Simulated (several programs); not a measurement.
# SiC (P6_3mc, 6H): methods side by side

Measured values to be reproduced:
- volume: 10.36 Å³ an atom (from the lattice constants; a of recovered SiC-6H; 300 K; “Oxidation of the Interiors of Carbide Exoplanets”; unreacted SiC in a mixed-phase sample recovered from 42 GPa and 1800 K; 2020; arxiv:2005.03175)

SiC (P6_3mc) from a database structure, relaxed with r2SCAN in Ansatz, was computed with several methods. It is hexagonal, P6_3mc (No. 186); a = 3.078 Å, c = 15.108 Å in the conventional setting, 10.33 Å³ an atom. Si has 4 C at 1.88–1.89 Å; Si has 4 C at 1.89 Å; C has 4 Si at 1.88–1.89 Å; C has 4 Si at 1.89 Å. No spin polarisation and no zero-point or thermal motion.

```xyz
12
Lattice="3.0783 0.0000 0.0000 -1.5392 2.6659 0.0000 0.0000 0.0000 15.1082" Properties=species:S:1:pos:R:3 pbc="T T T"
Si    0.0000    1.7773   12.5848
Si    1.5392    0.8886    5.0307
Si    1.5392    0.8886   10.0696
Si    0.0000    1.7773    2.5155
Si    0.0000    0.0000    7.5498
Si    0.0000    0.0000   15.1039
C     0.0000    0.0000   13.2102
C     0.0000    0.0000    5.6561
C     0.0000    1.7773   10.6967
C     1.5392    0.8886    3.1426
C     1.5392    0.8886    8.1816
C     0.0000    1.7773    0.6275
```

Gaps and times are for a single point on this cell; volume and bulk modulus come from each method's own relaxation or energy curve at fixed shape, which is too stiff where a cell has free coordinates or axes. Times are rough, from shared hosts (Arm Neoverse V2), and each method has its own mesh and cell size. A double dagger marks a value from a curve with shape and coordinates held. A star marks a curve whose lowest point is an end point. Gaps from k meshes are read at a limited set of points (mesh, symmetry points, PBE's band edges), so each method's own least gap may be somewhat smaller. Force fields have no electrons; where one was fitted to this phase, its volume and modulus reflect the fit. Minimal bases can be far off for gaps. Times of the plane-wave ladder aren't listed, since it ran on unlike processors and cards. GLLB-SC's gap includes the derivative discontinuity. d marks a direct gap, i an indirect one (no mark: not told apart), a dash a value that wasn't computed or didn't pass its checks.

```csv
method,kind,gap (eV),own volume (Å³/atom),bulk modulus (GPa),atoms computed,processor time
PBEsol,semilocal,–,10.34,–,12,–
SiC_Erhart-Albe.tersoff (LAMMPS),force field,–,10.36,224‡,12,0.1 s
SiC.vashishta (LAMMPS),force field,–,10.31,223‡,12,0.1 s
SiCGe.tersoff (LAMMPS),force field,–,10.09,–,12,0.1 s
non-self-consistent DFTB (CP2K),tight binding,7.54 d,–,–,12,0.63 s
light PBE (260 eV and a coarse mesh),light plane-wave,1.96 i,–,–,12,2.2 s
PBE,semilocal,2.02 i,10.50,213‡,12,–
PBE/SZV (CP2K),small basis,6.02 i,11.27*‡,199*‡,12,18 s
LDA,semilocal,1.97 i,10.14,–,12,–
r2SCAN,semilocal,2.39 i,10.33,227‡,12,–
PBE/DZVP (CP2K),small basis,2.09 i,10.46‡,213‡,12,50 s
GLLB-SC (GPAW),model potential,3.37,–,–,12,59 s
PBE0,hybrid,3.64 i,–,–,12,–
HSE06,hybrid,2.91 i,–,–,12,–
r2SCANh,hybrid,2.97 i,–,–,12,–
DDH-PBE0,hybrid,2.93 i,–,–,12,–
```

Against HSE06 (2.91 eV) and with closed or daggered gaps left aside, the nearest gap at the points sampled is that of DDH-PBE0 (+0.02 eV) and the farthest that of non-self-consistent DFTB (CP2K) (+4.63 eV). HSE06 is only a yardstick of convenience, and nearness to it can be luck.

Volumes against r2SCAN's: PBEsol 0.0 %, SiC_Erhart-Albe.tersoff (LAMMPS) +0.2 %, SiC.vashishta (LAMMPS) -0.2 %, SiCGe.tersoff (LAMMPS) -2.4 %, PBE +1.6 %, LDA -1.9 %.

Comparison with experiment:
- Volume, measured 10.36 Å³ an atom: PBEsol -0.3 %, SiC_Erhart-Albe.tersoff (LAMMPS) -0.1 %, SiC.vashishta (LAMMPS) -0.5 %, SiCGe.tersoff (LAMMPS) -2.7 %, PBE +1.3 %, LDA -2.2 %, r2SCAN -0.3 %.
The calculations are for a static lattice; samples hold vibrations, temperature and, in optical gaps, excitons. A measured value is shown where most reports agree with it, and only for the quantities listed.
